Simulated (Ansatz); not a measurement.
Sodium (diamond) across density functionals

All rows: Ansatz, plane waves with scalar-relativistic PAW, 420 eV (500 eV for the SCAN forms), relaxed under each functional, no dispersion correction, no zero-point motion. B₀ comes from uniform scaling at fixed shape; a dash is a value not given.

```csv
functional,V (Å³/atom),cell,B₀ (GPa),magnetic state,ΔE to bcc (meV/atom)
PBE,54.23,a = 7.570 Å,3,spin not included,337
r²SCAN,55.52,a = 7.630 Å,2,spin not included,388
PBEsol,52.40,a = 7.484 Å,3,spin not included,354
revPBE,58.22,a = 7.751 Å,3,spin not included,331
RPBE,58.59,a = 7.768 Å,2,spin not included,329
BLYP,62.10,a = 7.920 Å,-,spin not included,216
```

What does LDA give?

V (Å³/atom): 48.29; cell: a = 7.283 Å; B₀ (GPa): 4; magnetic state: spin not included; ΔE to bcc (meV/atom): 353.
